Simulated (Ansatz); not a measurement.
# BAs: stationary points along a deformation path

Theory: DFT LDA, scalar-relativistic, plane waves, PAW (Ansatz). The runs took a 420 eV cutoff, a Γ-centred 12×12×12 mesh and Fermi–Dirac smearing (0.2 eV). No spin polarisation. Energies are free energies at this smearing, counted from the undisturbed cell; pressure is positive in compression.

Reference structure (as given, not relaxed at this level; it stands at -3.9 GPa):

```yaml
crystal:
  lattice:
    - [0.00000, 2.38850, 2.38850]
    - [2.38850, 0.00000, 2.38850]
    - [2.38850, 2.38850, 0.00000]
  atoms:
    - { symbol: B, position: [0.00000, 0.00000, 0.00000] }
    - { symbol: As, position: [0.75000, 0.75000, 0.75000] }
```

At fixed volume and fractional coordinates, lengths along (0.000, 0.000, 1.000) are scaled against those across it; ρ is that ratio over its starting value. V = 13.626 Å³/atom. Δσ is the stress along the axis less the mean stress across it (compression positive).

```csv
ρ,ΔE (meV/atom),Δσ (GPa),space group
0.650,570.8,31.26,I-4m2
0.707,421.1,31.23,I-4m2
0.780,253.1,28.67,I-4m2
0.850,124.2,23.57,I-4m2
0.920,36.7,14.66,I-4m2
0.960,9.3,7.82,I-4m2
1.000,0.0,0.00,F-43m
1.050,14.6,-10.78,I-4m2
1.100,58.0,-22.30,I-4m2
1.200,225.8,-46.06,I-4m2
1.300,482.3,-65.43,I-4m2
1.414,807.9,-67.61,I-4m2
1.500,1021.2,-59.00,I-4m2
```

Q: How does the stress give the slope of the energy, and where is the energy stationary?

A: Along the path d ln(length) is 2/3 d ln ρ on the axis and −1/3 d ln ρ across it, so dE/d ln ρ = −(2/3) V Δσ: the energy falls with ρ where Δσ is positive. Δσ vanishes or changes sign at ρ = 1.000 (F-43m), a minimum at 0.0 meV/atom. Pairs of stationary points between two samples would go unseen, and could change a minimum read from distant neighbours into a maximum. At ρ = 1.000 the cell is cubic, where symmetry alone makes the stress isotropic and the slope zero.

Q: Which shear constant sets the curvature at ρ = 1?

A: For a cubic crystal E/V = (2/3) C (ln ρ)² with C = C′ = (C11 − C12)/2, so Δσ = −2C ln ρ. The parabola of Δσ against ln ρ through ρ = 0.960, 1 and 1.050 gives C ≈ 103 GPa with the ions clamped, rough because the steps are large. It is the stress–strain coefficient at this cell's pressure of -3.9 GPa, not the zero-pressure constant.

Q: Integrate that slope from ρ = 1 to 1.200 by the trapezoid rule.

A: With V/N in Å³ and 1 eV/Å³ = 160.2 GPa the slopes at ρ = 1.000, 1.050, 1.100, 1.200 are 0, 611, 1264, 2611 meV/atom per unit of ln ρ. The steps add 14.9 + 43.6 + 168.6 = 227.2 meV/atom, against 225.8 from the energies; the trapezoid rule misses the curvature of the slope within each step.

The gap closes along the scan, which can put kinks into the curve.

Cost: 13 runs of about 1.4 core-minutes in all, on Intel Xeon Processor @ 2.70GHz (shared hosts).